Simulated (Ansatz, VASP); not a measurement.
## W: VASP beside Ansatz

File INCAR:

```
PREC = Accurate ; ENCUT = 600
EDIFF = 1E-7 ; ISMEAR = -1
SIGMA = 0.1 ; LREAL = F
LASPH = T ; NELM = 80
ALGO = Normal ; ISIF = 3
LWAVE = F ; LCHARG = F
GGA = CA ; IBRION = 2
NSW = 60 ; EDIFFG = -0.005
```

File KPOINTS:

```
Automatic mesh
0
Gamma
  19 19 19
```

The input POSCAR:

```
W
1.0
   -1.5784212184      1.5784212184      1.5784212184
    1.5784212184     -1.5784212184      1.5784212184
    1.5784212184      1.5784212184     -1.5784212184
W
1
Direct
    0.0000000000      0.0000000000      0.0000000000
```

Input for Ansatz:

```yaml
crystal:
  lattice:
    - [-1.5784212184, 1.5784212184, 1.5784212184]
    - [1.5784212184, -1.5784212184, 1.5784212184]
    - [1.5784212184, 1.5784212184, -1.5784212184]
  atoms:
    - { symbol: W, position: [0.0, 0.0, 0.0] }
kpoints:
  mp_grid: { grid: [19, 19, 19] }
scf:
  occupations: { method: fermi_dirac, width: 0.1 }
hamiltonian:
  xc: lda
  pseudopotentials: { kind: paw }
output:
  forces: true
  stress: true
relax:
  f_tol: 0.005
  max_steps: 40
  cell: {}
```

Alike in both runs: task relaxation of cell and atoms; functional LDA; k mesh 19 × 19 × 19; occupations fermi-dirac, width 0.1 eV; no spin polarisation.

|  | VASP | Ansatz |
| --- | --- | --- |
| version | VASP 6.6.1 | Ansatz 0.2.0 |
| potentials or method | VASP PAW LDA potentials, release 64 (W_sv) | PAW with Ansatz's default frozen-core files, scalar-relativistic |
| plane-wave cutoff (eV) | 600 | 420 |
| valence electrons in the cell | 14 | 14 |

|  | VASP | Ansatz | Ansatz less VASP |
| --- | --- | --- | --- |
| relaxed volume (Å³/atom) | 15.50 | 15.40 | -0.093 |
| relaxed cell length with the largest relative difference (Å) | 2.720 | 2.715 | -0.0055 |
| energy change over the relaxation (meV/atom) | -4 | -7 | -3.4 |

The runs have no spin-orbit coupling, so splittings on W are missing.
